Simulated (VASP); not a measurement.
# KBr (Pm-3m) in VASP: further runs, part 2 of 3

VASP 6.6.1. Earlier steps stand in the parts before.

## 3. Single point, r2SCAN (epitaxial_xy strain +1.5%)

Input file POSCAR:

```
KBr
1.0
    4.0351038917      0.0000000000      0.0000000000
    0.0000000000      4.0351038917      0.0000000000
    0.0000000000      0.0000000000      3.9627825946
K Br
1 1
Direct
    0.0000000000      0.0000000000      0.0000000000
    0.5000000000      0.5000000000      0.5000000000
```

Input file INCAR.step1:

```
PREC = Accurate ; ENCUT = 520
ISMEAR = 0 ; SIGMA = 0.01
LREAL = False ; LASPH = True
NELM = 80 ; NBANDS = 15
GGA = PE ; ALGO = Normal
EDIFF = 1E-4 ; LWAVE = True
LCHARG = False
```

Input file INCAR.step2:

```
PREC = Accurate ; ENCUT = 520
EDIFF = 1E-6 ; ISMEAR = 0
SIGMA = 0.01 ; LREAL = False
LASPH = True ; NELM = 80
ALGO = Normal ; ISIF = 2
LWAVE = False ; LCHARG = False
METAGGA = R2SCAN ; LMIXTAU = True
NBANDS = 15 ; ISTART = 1
```

Input file KPOINTS:

```
Automatic mesh
0
Gamma
  6 6 6
```

Potentials or basis: VASP PAW PBE potentials, release 64 (K_sv, Br).

Command:

```
$ cat potpaw_PBE.64/K_sv/POTCAR potpaw_PBE.64/Br/POTCAR > POTCAR
$ cp INCAR.step1 INCAR
$ mpirun -np 1 vasp_std > vasp.out
$ cp INCAR.step2 INCAR
$ mpirun -np 1 vasp_std > vasp.out
```

OUTCAR:

```text
PREC = Accurate
   ENCUT = 520
   EDIFF = 1E-6
   ISMEAR = 0
   LREAL = False
   LASPH = True
   NELM = 80
   ISIF = 2
   METAGGA = R2SCAN
   ISTART = 1

 ion  position               nearest neighbor table
   1  0.000  0.000  0.000-
   2  0.500  0.500  0.500-

  LATTYP: Found a simple tetragonal cell.
 ALAT       =     4.0351038917
 C/A-ratio  =     0.9820769678

  Lattice vectors:

 A1 = (   4.0351038917,   0.0000000000,   0.0000000000)
 A2 = (   0.0000000000,   4.0351038917,   0.0000000000)
 A3 = (   0.0000000000,   0.0000000000,   3.9627825946)

Analysis of symmetry for initial positions (statically):
=====================================================================
 Subroutine PRICEL returns:
 Original cell was already a primitive cell.

 Routine SETGRP: Setting up the symmetry group for a
 simple tetragonal supercell.

 Subroutine GETGRP returns: Found 16 space group operations
 (whereof 16 operations were pure point group operations)
 out of a pool of 16 trial point group operations.

The static configuration has the point symmetry D_4h.

Analysis of symmetry for dynamics (positions and initial velocities):
=====================================================================
 Subroutine PRICEL returns:
 Original cell was already a primitive cell.

 Routine SETGRP: Setting up the symmetry group for a
 simple tetragonal supercell.

 Subroutine GETGRP returns: Found 16 space group operations
 (whereof 16 operations were pure point group operations)
 out of a pool of 16 trial point group operations.

The dynamic configuration has the point symmetry D_4h.

 Subroutine INISYM returns: Found 16 space group operations
 (whereof 16 operations are pure point group operations),
 and found     1 'primitive' translations

[... 120 lines left out ...]
   LHFCALC =     F    Hartree Fock is set to
   AEXX    =    0.0000 exact exchange contribution
   IVDW    =     0    specifies the selected vdW correction
   LEPSILON=     F    determine dielectric tensor
   LRPA    =     F    only Hartree local field effects (RPA)
 non-spin polarized calculation
 Gauss-broadening in eV      SIGMA  =   0.01
  energy-cutoff  :      520.00
  volume of cell :       64.52
 maximum number of plane-waves:      1761
   NGX = 15   NGY = 15   NGZ = 15

 number of electron      15.9999998 magnetization

 Free energy of the ion-electron system (eV)
  ---------------------------------------------------
  ext. energy  EPLUGINS =         0.00000000
  ---------------------------------------------------
  free energy    TOTEN  =       -23.13970133 eV

  energy without entropy =      -23.13970133  energy(sigma->0) =      -23.13970133

 E-fermi :  -0.8499     XC(G=0):  -8.3027

 val. band max:       -0.9619526508   @ k =   0.5000   0.5000   0.0000
 cond. band min:       3.6506530393   @ k =   0.0000   0.0000   0.0000
 fundamental gap:      4.6126056901
 Fermi energy:        -0.8499265878

 k-point     1 :       0.0000    0.0000    0.0000
  band No.  band energies     occupation
      1     -30.8055      2.00000
      2     -14.2944      2.00000
      3     -13.4594      2.00000
      4     -13.4594      2.00000
      5     -13.4568      2.00000
      6      -1.3322      2.00000
      7      -1.3322      2.00000
      8      -1.2173      2.00000
      9       3.6507      0.00000
     10       5.3198      0.00000
     11       5.4076      0.00000
     12       9.3978      0.00000
     13       9.5212      0.00000
     14       9.5212      0.00000
[... 401 lines left out ...]
      2     -14.1748      2.00000
      3     -13.5787      2.00000
      4     -13.4608      2.00000
      5     -13.4261      2.00000
      6      -2.6045      2.00000
      7      -2.2165      2.00000
      8      -1.1213      2.00000
      9       5.3165      0.00000
     10       6.2935      0.00000
     11       7.9845      0.00000
     12       8.1058      0.00000
     13       8.7220      0.00000
     14       9.8056      0.00000
     15      10.7169      0.00000

 [... further k-points ...]

------------------------ aborting loop because EDIFF is reached ----------------------------------------

  FORCE on cell =-STRESS in cart. coord.  units (eV):
  Direction    XX          YY          ZZ          XY          YZ          ZX
  --------------------------------------------------------------------------------------
  -------------------------------------------------------------------------------------
  Total       -0.2832873     -0.2832873     -0.0006047      0.0000000      0.0000000      0.0000000
  in kB       -7.0344142     -7.0344142     -0.0150161      0.0000000      0.0000000      0.0000000
  external PRESSURE =      -4.6946148 kB  Pullay stress =       0.0000000 kB

 VOLUME and BASIS-vectors are now :
 -----------------------------------------------------------------------------
  energy-cutoff  :      520.00
  volume of cell :       64.52
      direct lattice vectors                 reciprocal lattice vectors
     4.035103892  0.000000000  0.000000000     0.247825094  0.000000000  0.000000000
     0.000000000  4.035103892  0.000000000     0.000000000  0.247825094  0.000000000
     0.000000000  0.000000000  3.962782595     0.000000000  0.000000000  0.252347934

 POSITION                                       TOTAL-FORCE (eV/Angst)
 -----------------------------------------------------------------------------------
      0.00000      0.00000      0.00000         0.000000      0.000000      0.000000
      2.01755      2.01755      1.98139         0.000000      0.000000      0.000000
 -----------------------------------------------------------------------------------
    total drift:                                0.000000      0.000000     -0.000000

  FREE ENERGIE OF THE ION-ELECTRON SYSTEM (eV)
  ---------------------------------------------------
  free  energy   TOTEN  =       -23.1397013268 eV

  energy  without entropy=      -23.1397013268  energy(sigma->0) =      -23.13970133
```

OUTCAR.step1:

```text
PREC = Accurate
   ENCUT = 520
   ISMEAR = 0
   LREAL = False
   LASPH = True
[... 655 lines left out ...]
      0.00000      0.00000      0.00000         0.000000      0.000000      0.000000
      2.01755      2.01755      1.98139         0.000000      0.000000      0.000000
 -----------------------------------------------------------------------------------
    total drift:                                0.000000      0.000000     -0.000000

  FREE ENERGIE OF THE ION-ELECTRON SYSTEM (eV)
  ---------------------------------------------------
  free  energy   TOTEN  =        -6.0747677996 eV

  energy  without entropy=       -6.0747677996  energy(sigma->0) =       -6.07476780
```

Run time: 78 s. Hardware: 1 thread of Intel Xeon 6975P-C (Granite Rapids), shared host; peak memory 0.19 GiB.

Results:

* Free energy: -23.1397 eV
* Pressure: -0.5 GPa
* Band gap on the k mesh: 4.61 eV, indirect (least direct gap 4.87 eV)

Stress tensor (GPa, compression positive):
```
-0.70  0.00  0.00
 0.00 -0.70  0.00
 0.00  0.00  0.00
```

Levels at points of the mesh, in eV from the valence-band top:
```csv
k point,band 4,band 5,band 6,band 7,band 8,band 9,band 10,band 11,band 12,band 13
"(0.00, 0.00, 0.00)",-12.50,-12.49,-0.37,-0.37,-0.26,4.61,6.28,6.37,10.36,10.48
"(0.50, 0.00, 0.00)",-12.48,-12.28,-2.07,-0.35,-0.23,7.23,7.69,8.44,9.55,10.51
"(0.50, 0.50, 0.00)",-12.64,-12.46,-1.51,-1.51,0.00,5.75,7.28,8.83,8.83,11.19
"(0.00, 0.00, 0.50)",-12.47,-12.30,-2.08,-0.33,-0.33,7.23,7.74,8.53,9.51,10.41
"(0.50, 0.00, 0.50)",-12.63,-12.46,-1.53,-1.49,-0.09,5.80,7.13,8.64,8.69,11.16
"(0.50, 0.50, 0.50)",-12.60,-12.60,-1.58,-1.54,-1.54,8.01,8.01,8.06,10.19,10.19
```

Caveat: the PAW data sets were made with another functional, which shifts forces and pressure a little. A k mesh can miss the band edges.

(Part 2 of 3 ends here.)
